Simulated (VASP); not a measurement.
Wanted: the native input for a VASP 6.6.1 run.

| Item | Value |
| --- | --- |
| Task | single point |
| Functional | PBEsol |
| Potentials or basis | VASP PAW PBE potentials, release 64 (W_sv, C) |
| Cutoff | 520 eV |
| k mesh | 10 × 10 × 9 |
| Occupations | fermi-dirac, width 0.05 eV |
| Spin | no spin polarisation |
| Ladder | free |
| Further INCAR settings | ALGO = Normal; EDIFF = 1e-07; NBANDS = 16 |

The structure of WC (Qusongite) lies in POSCAR:

```
WC
1.0
    2.9065000000      0.0000000000      0.0000000000
   -1.4532500000      2.5171028361      0.0000000000
    0.0000000000      0.0000000000      2.8366000000
W C
1 1
Direct
    0.0000000000      0.0000000000      0.0000000000
    0.6666666667      0.3333333333      0.5000000000
```

The input as run:

INCAR

```
ALGO = Normal
EDIFF = 1E-7
ENCUT = 520
GGA = PS
ISIF = 2
ISMEAR = -1
LASPH = T
LCHARG = T
LELF = T
LREAL = F
LVHAR = T
LWAVE = F
NBANDS = 16
NELM = 60
PREC = Accurate
SIGMA = 0.05
```

KPOINTS

```
k-points
0
Gamma
  10 10 9
```

Potentials or basis: VASP PAW PBE potentials, release 64 (W_sv, C).

Launch:

```bash
$ cat potpaw_PBE.64/W_sv/POTCAR potpaw_PBE.64/C/POTCAR > POTCAR
$ mpirun -np 1 vasp_std > vasp.out
```

Results of the run:

| Item | Value |
| --- | --- |
| Pressure | -2.3 GPa |
| Band gap on the k mesh | none (metal or under the smearing width) |

Caveat: the PAW data sets were made with another functional, which shifts forces and pressure a little.

Wall time 13 s on 1 thread of Intel(R) Xeon(R) Platinum 8488C (Sapphire Rapids), with other jobs on the host, peak memory 0.15 GiB.
